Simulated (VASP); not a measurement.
# A slab model of 1T-CrO2 monolayer

Aim: model 1T-CrO2 monolayer by a slab and find how far its highest filled level lies below the vacuum.

Program: VASP 6.6.1. Level of theory: PBE with D3(BJ), spin-polarised from a ferromagnetic start (one magnetic atom a cell); plane waves and PAW (O, Cr). Results are calculated unless marked as measured.

## 1. The starting structure

The cell holds 3 atoms: 2 O and 1 Cr. Its edges and angles: a = 2.784 Å, b = 2.784 Å, c = 20.141 Å, α = 90.0°, β = 90.0°, γ = 120.0°. Vacuum lies along c.

Coordinates:

```
O Cr
1.0
     2.78375    0.00000    0.00000
    -1.39188    2.41080    0.00000
     0.00000    0.00000   20.14072
O Cr
2 1
Direct
  0.66667 0.33333 0.44686
  0.33333 0.66667 0.55314
  0.00000 0.00000 0.50000
```

## 2. Relaxing the slab

The sheet's cell relaxes in its plane with the atoms, while the vacuum is kept.

Input file INCAR:

```
SYSTEM = CrO2
PREC = Normal
ENCUT = 520
EDIFF = 1E-05
NELM = 120
ISMEAR = -1
SIGMA = 0.05
LREAL = .FALSE.
ALGO = Fast
GGA = PE
IVDW = 12
NBANDS = 18
ISPIN = 2
MAGMOM = 0 0 3
LASPH = .TRUE.
LMAXMIX = 4
LORBIT = 11
LWAVE = .FALSE.
LCHARG = .FALSE.
KPAR = 2
IBRION = 2
NSW = 40
ISIF = 3
EDIFFG = -0.02
POTIM = 0.4
IDIPOL = 3
LDIPOL = .TRUE.
DIPOL = 0.5 0.5 0.5
LATTICE_CONSTRAINTS = .TRUE. .TRUE. .FALSE.
```

Input file POSCAR:

```
CrO2
1.0
    2.7837530000      0.0000000000      0.0000000000
   -1.3918765000      2.4108008159      0.0000000000
    0.0000000000      0.0000000000     20.1407170870
O Cr
2 1
Direct
    0.6666666667      0.3333333333      0.4468559864
    0.3333333333      0.6666666667      0.5531440136
    0.0000000000      0.0000000000      0.5000000000
```

Input file KPOINTS:

```
Automatic mesh
0
Gamma
12 12 1
0 0 0
```

Potentials, in the order of the species: O and Cr (PBE family, release 64).

Launch:

```console
$ mpirun -np 2 vasp_std
```

Output:

```text
[banner, memory and clock lines left out]
running    2 mpi-ranks, on    1 nodes
 distrk:  each k-point on    1 cores,    2 groups
 distr:  one band on    1 cores,    1 groups

 POSCAR found type information on POSCAR O Cr
 POSCAR found :  2 types and       3 ions
 LDA part: xc-table for (Slater+PW92), standard interpolation
 POSCAR, INCAR and KPOINTS ok, starting setup
 FFT: planning ... GRIDC
 FFT: planning ... GRID_SOFT
 FFT: planning ... GRID
 WAVECAR not read
 entering main loop
       N       E                     dE             d eps       ncg     rms          rms(c)
DAV:   1     0.189560046218E+03    0.18956E+03   -0.66178E+03  1368   0.779E+02
DAV:   2     0.403249680115E+01   -0.18553E+03   -0.16442E+03  1660   0.210E+02
DAV:   3    -0.307005928608E+02   -0.34733E+02   -0.33564E+02  1804   0.112E+02
DAV:   4    -0.319467513961E+02   -0.12462E+01   -0.12402E+01  1752   0.258E+01
DAV:   5    -0.319744692607E+02   -0.27718E-01   -0.27708E-01  1646   0.364E+00    0.297E+01
RMM:   6    -0.300916432254E+02    0.18828E+01   -0.33373E+01  1377   0.587E+01    0.403E+01
RMM:   7    -0.242008588814E+02    0.58908E+01   -0.81862E+00  1406   0.209E+01    0.129E+01
RMM:   8    -0.229716170843E+02    0.12292E+01   -0.99511E-01  1384   0.858E+00    0.359E+00
RMM:   9    -0.233204630097E+02   -0.34885E+00   -0.38140E-01  1391   0.384E+00    0.230E+00
RMM:  10    -0.236281188144E+02   -0.30766E+00   -0.90303E-02  1418   0.219E+00    0.129E+00
RMM:  11    -0.238682947535E+02   -0.24018E+00   -0.49783E-02  1424   0.158E+00    0.745E-01
RMM:  12    -0.240306817473E+02   -0.16239E+00   -0.46067E-02  1399   0.131E+00    0.484E-01
RMM:  13    -0.241211159670E+02   -0.90434E-01   -0.20016E-02  1395   0.795E-01    0.375E-01
RMM:  14    -0.242083530333E+02   -0.87237E-01   -0.15003E-02  1409   0.583E-01    0.261E-01
RMM:  15    -0.242945659081E+02   -0.86213E-01   -0.14748E-02  1419   0.551E-01    0.136E-01
RMM:  16    -0.243703365980E+02   -0.75771E-01   -0.86524E-03  1415   0.402E-01    0.645E-02
RMM:  17    -0.243725686697E+02   -0.22321E-02   -0.12267E-03  1458   0.176E-01    0.370E-02
RMM:  18    -0.243727311526E+02   -0.16248E-03   -0.10061E-04  1279   0.715E-02    0.212E-02
RMM:  19    -0.243731229527E+02   -0.39180E-03   -0.87645E-05  1237   0.532E-02    0.122E-02
RMM:  20    -0.243733058761E+02   -0.18292E-03   -0.32982E-05  1101   0.299E-02    0.647E-03
RMM:  21    -0.243734245055E+02   -0.11863E-03   -0.17522E-05  1025   0.205E-02    0.659E-03
RMM:  22    -0.243734752530E+02   -0.50747E-04   -0.67812E-06   965   0.170E-02    0.491E-03
RMM:  23    -0.243735359349E+02   -0.60682E-04   -0.12236E-05   991   0.169E-02    0.396E-03
RMM:  24    -0.243735443109E+02   -0.83760E-05   -0.19498E-06   906   0.118E-02
   1 F= -.24707752E+02 E0= -.24699858E+02  d E =-.247078E+02  mag=     2.0001
 curvature:   0.00 expect dE= 0.000E+00 dE for cont linesearch  0.000E+00
 trial: gam= 0.00000 g(F)=  0.102E+00 g(S)=  0.439E-01 ort = 0.000E+00 (trialstep = 0.100E+01)
 search vector abs. value=  0.146E+00
 bond charge predicted
       N       E                     dE             d eps       ncg     rms          rms(c)
DAV:   1    -0.246056223637E+02   -0.23209E+00   -0.23778E+01  1400   0.356E+01    0.295E+00
RMM:   2    -0.245786857821E+02    0.26937E-01   -0.55872E-01  1372   0.632E+00    0.267E+00
RMM:   3    -0.245086259689E+02    0.70060E-01   -0.13166E-01  1434   0.409E+00    0.177E+00
RMM:   4    -0.245004007529E+02    0.82252E-02   -0.45872E-02  1449   0.170E+00    0.730E-01
RMM:   5    -0.244981726099E+02    0.22281E-02   -0.21845E-02  1486   0.109E+00    0.170E-01
RMM:   6    -0.244980321899E+02    0.14042E-03   -0.16303E-03  1458   0.329E-01    0.889E-02
RMM:   7    -0.244981385941E+02   -0.10640E-03   -0.46387E-04  1409   0.165E-01    0.435E-02
RMM:   8    -0.244982177252E+02   -0.79131E-04   -0.78558E-05  1351   0.760E-02    0.172E-02
RMM:   9    -0.244982463555E+02   -0.28630E-04   -0.27564E-05  1104   0.444E-02    0.997E-03
RMM:  10    -0.244982566862E+02   -0.10331E-04   -0.44883E-06   922   0.225E-02    0.651E-03
RMM:  11    -0.244982740489E+02   -0.17363E-04   -0.18122E-06   901   0.114E-02    0.475E-03
RMM:  12    -0.244982851674E+02   -0.11119E-04   -0.49587E-07   885   0.706E-03    0.301E-03
RMM:  13    -0.244982900013E+02   -0.48339E-05   -0.90731E-08   619   0.370E-03
   2 F= -.24822729E+02 E0= -.24814903E+02  d E =-.114977E+00  mag=     2.0000
[...]
3 F= -.24880126E+02 E0= -.24872964E+02  d E =-.172374E+00  mag=     2.0000
[...]
4 F= -.24878032E+02 E0= -.24871201E+02  d E =0.209358E-02  mag=     2.0000
 trial-energy change:    0.002094  1 .order    0.002429   -0.014509    0.019368
 step:   0.5631(harm=  0.5445)  dis= 0.00650  next Energy=   -24.883368 (dE=-0.324E-02)
 bond charge predicted
       N       E                     dE             d eps       ncg     rms          rms(c)
DAV:   1    -0.245731230073E+02   -0.12439E-01   -0.10024E+00  1402   0.741E+00    0.943E-01
RMM:   2    -0.245726745150E+02    0.44849E-03   -0.29706E-02  1377   0.144E+00    0.804E-01
RMM:   3    -0.245700431993E+02    0.26313E-02   -0.69542E-03  1432   0.909E-01    0.482E-01
RMM:   4    -0.245691972056E+02    0.84599E-03   -0.20512E-03  1437   0.351E-01    0.155E-01
RMM:   5    -0.245691706881E+02    0.26517E-04   -0.95951E-04  1491   0.243E-01    0.840E-02
RMM:   6    -0.245691295009E+02    0.41187E-04   -0.95587E-05  1367   0.788E-02    0.380E-02
RMM:   7    -0.245691427956E+02   -0.13295E-04   -0.52308E-05  1192   0.576E-02    0.149E-02
RMM:   8    -0.245691506723E+02   -0.78766E-05   -0.99601E-06   895   0.261E-02
   5 F= -.24883397E+02 E0= -.24876382E+02  d E =-.327125E-02  mag=     2.0000
 curvature:  -0.29 expect dE=-0.770E-05 dE for cont linesearch -0.205E-06
 trial: gam= 0.02142 g(F)=  0.736E-05 g(S)=  0.191E-04 ort =-0.928E-04 (trialstep = 0.113E+01)
 search vector abs. value=  0.281E-04
 reached required accuracy - stopping structural energy minimisation
```

Wall time 75 s (2 MPI ranks of Intel Xeon 6975P-C (Granite Rapids), shared host); peak memory 0.48 GiB.

The logs omit lines about the potential files and the build; timing stands in the text.

OUTCAR, selected parts (step 2):

```text
ion  position               nearest neighbor table
   1  0.667  0.333  0.447-   3 1.93   3 1.93   3 1.93
   2  0.333  0.667  0.553-   3 1.93   3 1.93   3 1.93
   3  0.000  0.000  0.500-   1 1.93   2 1.93   1 1.93   2 1.93   1 1.93   2 1.93

  LATTYP: Found a hexagonal cell.
 ALAT       =     2.7837530000
 C/A-ratio  =     7.2350948834

 Subroutine GETGRP returns: Found 12 space group operations
 (whereof 12 operations were pure point group operations)

The static configuration has the point symmetry D_3d.

 Found     19 irreducible k-points:

   k-points           NKPTS =     19   k-points in BZ     NKDIM =     19   number of bands    NBANDS=     18

   dimension x,y,z NGX =    16 NGY =   16 NGZ =  112
   dimension x,y,z NGXF=    32 NGYF=   32 NGZF=  224

   ENCUT  =  520.0 eV  38.22 Ry    6.18 a.u.   5.18  5.18 37.45*2*pi/ulx,y,z

   NELECT =      18.0000    total number of electrons

 k-points in reciprocal lattice and weights: Automatic mesh
   0.00000000  0.00000000  0.00000000       0.007
   0.08333333  0.00000000  0.00000000       0.042
   0.16666667 -0.00000000  0.00000000       0.042
   0.25000000 -0.00000000  0.00000000       0.042
   0.33333333 -0.00000000  0.00000000       0.042
   0.41666667  0.00000000  0.00000000       0.042
   0.50000000 -0.00000000  0.00000000       0.021
   0.08333333  0.08333333  0.00000000       0.042
   0.16666667  0.08333333  0.00000000       0.083
[...]
0.33333333  0.25000000  0.00000000       0.083
   0.33333333  0.33333333  0.00000000       0.014

 Edisp (eV)   -0.31734

 dipolmoment           0.000000      0.000000     -0.000000 electrons x Angstroem

 average (electrostatic) potential at core
       1 -80.2318       2 -80.2318       3 -54.4580

 E-fermi :  -4.9341

 spin component 1
 k-point     1 :       0.0000    0.0000    0.0000
  band No.  band energies     occupation
    ...
      6      -6.9018      1.00000
      7      -6.4569      1.00000
      8      -6.4568      1.00000
      9      -6.2495      1.00000
     10      -6.2495      1.00000
     11      -4.2459      0.00000
     12      -1.3034      0.00000
     13      -1.3033      0.00000
     14       1.4250      0.00000
     15       1.9242      0.00000
    ...

 k-point     2 :       0.0833    0.0000    0.0000
  band No.  band energies     occupation
    ...
      6      -7.1760      1.00000
      7      -6.9594      1.00000
      8      -6.7279      1.00000
      9      -5.8621      1.00000
     10      -5.7752      1.00000
     11      -4.2457      0.00000
     12      -1.5281      0.00000
     13      -1.3547      0.00000
     14       1.6382      0.00000
     15       2.0921      0.00000
    ...

 k-point     3 :       0.1667   -0.0000    0.0000
  band No.  band energies     occupation
    ...
      6      -8.1419      1.00000
      7      -7.4867      1.00000
      8      -6.4643      1.00000
      9      -5.5953      1.00000
     10      -5.3454      0.99973
     11      -4.2979      0.00000
     12      -2.0044      0.00000
     13      -1.4672      0.00000
     14       2.2209      0.00000
     15       2.5712      0.00000
    ...

 k-point     4 :       0.2500   -0.0000    0.0000
  band No.  band energies     occupation
    ...
      6      -8.9835      1.00000
      7      -7.8580      1.00000
      8      -6.3960      1.00000
      9      -5.4284      0.99995
     10      -5.1497      0.98675
     11      -4.4788      0.00011
     12      -2.3278      0.00000
     13      -1.5480      0.00000
     14       3.0825      0.00000
     15       3.3347      0.00000
    ...

 k-point     5 :       0.3333   -0.0000    0.0000
  band No.  band energies     occupation
    ...
      6      -8.9979      1.00000
      7      -7.9804      1.00000
      8      -6.6758      1.00000
      9      -5.3851      0.99988
     10      -5.2140      0.99631
     11      -4.7622      0.03113
     12      -2.2775      0.00000
     13      -1.5421      0.00000
     14       4.1616      0.00000
     15       4.3815      0.00000
    ...

 k-point     6 :       0.4167    0.0000    0.0000
  band No.  band energies     occupation
    ...
      7      -7.8794      1.00000
      8      -7.0266      1.00000
      9      -5.5392      0.99999
     10      -5.4170      0.99994
     11      -4.9575      0.61470
     12      -2.0581      0.00000
     13      -1.4893      0.00000
     14       5.3520      0.00000
     15       5.7172      0.00000
     16       6.3505      0.00000
    ...

 Edisp (eV)   -0.31425

  Total       0.02725     0.02725    -0.07450     0.00000     0.00000    -0.00000
  in kB       0.30089     0.30089    -0.82256     0.00000     0.00000    -0.00000
  external pressure =       -0.07 kB  Pullay stress =        0.00 kB

  energy-cutoff  :      520.00
  volume of cell :      145.12
      direct lattice vectors                 reciprocal lattice vectors
     2.884397848  0.000000000  0.000000000     0.346692812  0.200163188  0.000000000
    -1.442198924  2.497961811  0.000000000    -0.000000000  0.400326376  0.000000000
     0.000000000  0.000000000 20.140717087     0.000000000  0.000000000  0.049650665

 POSITION                                       TOTAL-FORCE (eV/Angst)
 -----------------------------------------------------------------------------------
      1.44220      0.83265      9.11120        -0.000000      0.000000      0.009768
     -0.00000      1.66531     11.02952         0.000000     -0.000000     -0.009768
      0.00000      0.00000     10.07036         0.000000      0.000000      0.000000
 -----------------------------------------------------------------------------------
    total drift:                                0.000000     -0.000000     -0.000000

  FREE ENERGIE OF THE ION-ELECTRON SYSTEM (eV)
  ---------------------------------------------------
  free  energy   TOTEN  =       -24.8833969937 eV

  energy  without entropy=      -24.8693676643  energy(sigma->0) =      -24.87638233

 reached required accuracy - stopping structural energy minimisation

 vacuum level on the upper side and lower side of the slab         2.000         2.000

 total charge
# of ion       s       p       d       tot
------------------------------------------
    1        1.584   3.412   0.000   4.996
    2        1.584   3.412   0.000   4.996
    3        0.478   0.870   4.318   5.666
--------------------------------------------------
tot          3.646   7.695   4.318  15.659

 magnetization (x)
# of ion       s       p       d       tot
------------------------------------------
    1        0.000  -0.063   0.000  -0.063
    2        0.000  -0.063   0.000  -0.063
    3        0.025   0.020   2.038   2.083
--------------------------------------------------
tot          0.026  -0.106   2.038   1.958

[... 6 further parts left out ...]
```

CONTCAR:

```
CrO2
   1.00000000000000
     2.8843978481148911    0.0000000000000000    0.0000000000000000
    -1.4421989240574455    2.4979618111317019    0.0000000000000000
     0.0000000000000000    0.0000000000000000   20.1407170869999987
  O               Cr
     2     1
Direct
     0.6666666667000030    0.3333333332999970    0.4523770329441364
     0.3333333332999970    0.6666666667000030    0.5476229670558636
     0.0000000000000000    0.0000000000000000    0.5000000000000000
```

The cell holds one magnetic atom, so no antiferromagnetic order fits into it. The data set Cr keeps the semicore shell frozen, which is cheaper and a little less accurate. The run keeps the 12 symmetry operations of its start, so it cannot find a distortion of lower symmetry.

The steps of the relaxation:

```tsv
step	energy less that of the first step (eV)	largest force (eV/Å)	pressure (GPa)	volume (Å³)
1	0.0000	1.1515	0.04	135.17
2	-0.1150	0.7534	-0.22	139.74
3	-0.1724	0.2193	-0.57	146.07
4	-0.1703	0.2656	0.75	143.92
5	-0.1756	0.0098	-0.01	145.12
```

```tsv
cell as run	before	after	change
a (Å)	2.784	2.884	+3.6 %
b (Å)	2.784	2.884	+3.6 %
```

The atoms that moved most (Å, along periodic axes as changes of fractional coordinates times the final cell, across vacuum about the mean position):

```tsv
atom	dx	dy	dz	length
O1	0.000	0.000	0.111	0.111
O2	0.000	0.000	-0.111	0.111
```

Final coordinates:

```xyz
3
Lattice="2.8844 0.0000 0.0000 -1.4422 2.4980 0.0000 0.0000 0.0000 20.1407" Properties=species:S:1:pos:R:3
O     1.4422    0.8327    9.1112
O     0.0000    1.6653   11.0295
Cr    0.0000    0.0000   10.0704
```

This step gave:

* electronic cycles: 68
* electrons: 18
* free energy (TOTEN): -24.88 eV
* energy at zero smearing: -24.88 eV
* Fermi energy: -4.934 eV
* moment of the cell, from the last line of the log: 2 μB
* labelled metallic, from the levels on this mesh: yes
* dipole moment: 0, 0, 0 e·Å

Spin moment in the PAW sphere by atom:

```tsv
atom	spin moment in the PAW sphere (μB)
O1	-0.06
O2	-0.06
Cr3	2.08
```

The run ended after 5 ionic steps, 0.176 eV below its first step, once forces and stress met EDIFFG = -0.02.

Only the dipole across the slab is computed (IDIPOL = 3); zeros along the plane are no results.

(Part 1 of 3 ends here.)

[Lines on the potential files, build, host, timing and source positions are cut from VASP's logs without a mark.]

[Logs are printed without paths, hosts, clocks, repeated set-up lines and the standing remarks that a program may print on its own settings, such as how far it seeks lower states.]

[Hosts, paths, dates, database ids (printed as entryN), source tags and the programs' standing remarks are cut or masked in the printed files.]

[In band tables of VASP the shares of atoms and orbitals are scaled to a sum of 1 inside the atoms' spheres.]

[Runs that stopped without an error message from VASP are left out.]
